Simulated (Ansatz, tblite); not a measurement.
# RbBr with GFN1-xTB from a Python script

These are simulated results from tblite 0.8.0, not measurements. The cell began as a measured structure and was relaxed with r2SCAN in plane waves (Ansatz 0.2.0). All runs are without spin polarisation.

Space group Fm-3m (No. 225), cubic; conventional cell a = 6.922 Å, 41.45 Å³ an atom. Around Rb lie 6 Br at 3.46 Å; around Br lie 6 Rb at 3.46 Å.

tblite solves periodic systems at the zone centre alone, so the script builds a cluster of 2×2×2 conventional cells (64 atoms), which folds in a coarse mesh of k points.

run.py reads:

```python
import json
from ase import Atoms
from ase.build import make_supercell
from ase.units import Bohr, GPa, Hartree
from tblite.interface import Calculator

atoms = Atoms(['Rb', 'Br'],
              cell=[[0.0, 3.460832, 3.460832], [3.460832, 0.0, 3.460832], [3.460832, 3.460832, 0.0]],
              scaled_positions=[[0.0, -0.0, -0.0], [0.5, 0.5, 0.5]],
              pbc=True)
cluster = make_supercell(atoms, [[-2, 2, 2], [2, -2, 2], [2, 2, -2]])
calc = Calculator('GFN1-xTB', cluster.numbers, cluster.positions / Bohr, lattice=cluster.cell[:] / Bohr, periodic=cluster.pbc)
calc.set('temperature', 0.02 / Hartree)
calc.set('max-iter', 150)
res = calc.singlepoint()
levels = res.get('orbital-energies') * Hartree
nv = round(res.get('orbital-occupations').sum() / 2)
cells = len(cluster) // len(atoms)
out = {'energy_per_cell': res.get('energy') * Hartree / cells, 'homo': levels[nv - 1], 'lumo': levels[nv],
       'stress': (-res.get('virial') * Hartree / cluster.get_volume() / GPa).tolist(), 'charges': res.get('charges')[:len(atoms)].tolist(), 'electrons': 2 * nv / cells}
json.dump(out, open('results.json', 'w'))
for key, value in out.items():
    print(key, value)
```

Command: `python run.py`. It took 2.8 s on 1 thread of Arm Neoverse V1, with other jobs on the host, peak memory 0.12 GiB.

Output:

```
------------------------------------------------------------
  cycle        total energy    energy error   density error
------------------------------------------------------------
      1     -138.5348025876  -1.3831552E+02   6.0716369E-01
      2     -99.37196267855   3.9162840E+01   4.2268013E-01
      3      4915.540281457   5.0149122E+03   2.9847656E+00
      4      148.4209406362  -4.7671193E+03   6.7617973E-01
      5     -112.1347767333  -2.6055572E+02   2.1090563E-01
      6     -134.2893871125  -2.2154610E+01   9.5209582E-02
      7     -139.1293495173  -4.8399624E+00   5.0228508E-02
      8     -139.0052617052   1.2408781E-01   4.8810554E-02
      9     -138.9381642658   6.7097439E-02   3.1505627E-02
     10     -139.2370115570  -2.9884729E-01   9.7234663E-03
     11     -139.2288074426   8.2041144E-03   5.8380059E-03
     12     -139.2387252349  -9.9177924E-03   2.0857069E-03
     13     -139.2392887642  -5.6352924E-04   4.4977412E-04
     14     -139.2393915272  -1.0276298E-04   2.2786863E-04
     15     -139.2394213951  -2.9867980E-05   4.5611792E-05
     16     -139.2394227910  -1.3958579E-06   1.0597153E-06
     17     -139.2394227913  -2.6230396E-10   6.6231280E-07
------------------------------------------------------------

 total:                                   2.122 sec
energy_per_cell -118.4030526057278
homo 32.960845886861
lumo 34.088437095937564
stress [[-3.0499974055523635, 3.6512928817402635e-14, 5.4390333451808635e-14], [3.651217235191487e-14, -3.049997405552198, 1.0021375936784648e-13], [5.4386798021064585e-14, 1.0021649996977455e-13, -3.0499974055523134]]
charges [0.5688557560422307, -0.5702663656735164]
electrons 8.0
```

The cycle table is in hartree for the whole cluster, and the lines after it are in eV (the energy for one cell). The printed stress is in GPa and positive in compression, and the pressure is its mean diagonal.

GFN1-xTB gives a gap of 1.13 eV. On the same cell, plane-wave PBE (Ansatz, 6×6×6 k points and the special points) gives a gap of 4.29 eV and r2SCAN a gap of 4.89 eV; on shared hosts these took about 1.8 and 4.4 core-seconds on the 2-atom cell, against 2.8 for the script. Semilocal gaps usually lie below measured ones. xTB was fitted to molecules, so gaps, charges and pressures of solids can be far off, and the gap also depends on the size of the cluster.

The same script was run on cells scaled at fixed shape and fractional coordinates:

```
volume (Å³/atom)  energy (meV/atom)  pressure (GPa, positive in compression)  gap (eV)
           36.48              -89.4                                    -2.56      1.55
           38.96              -46.5                                    -2.91      1.32
           41.45                0.0                                    -3.05      1.13
           43.94               47.7                                    -3.08      0.96
           46.43               95.4                                    -3.06      0.81
```

The minimum lies beyond the smallest of these volumes.

xTB was fitted mostly to molecules, and a small cluster samples few k points, so gaps, pressures and kinks along a curve can be far from a solid's.

Spin-orbit coupling is left out.
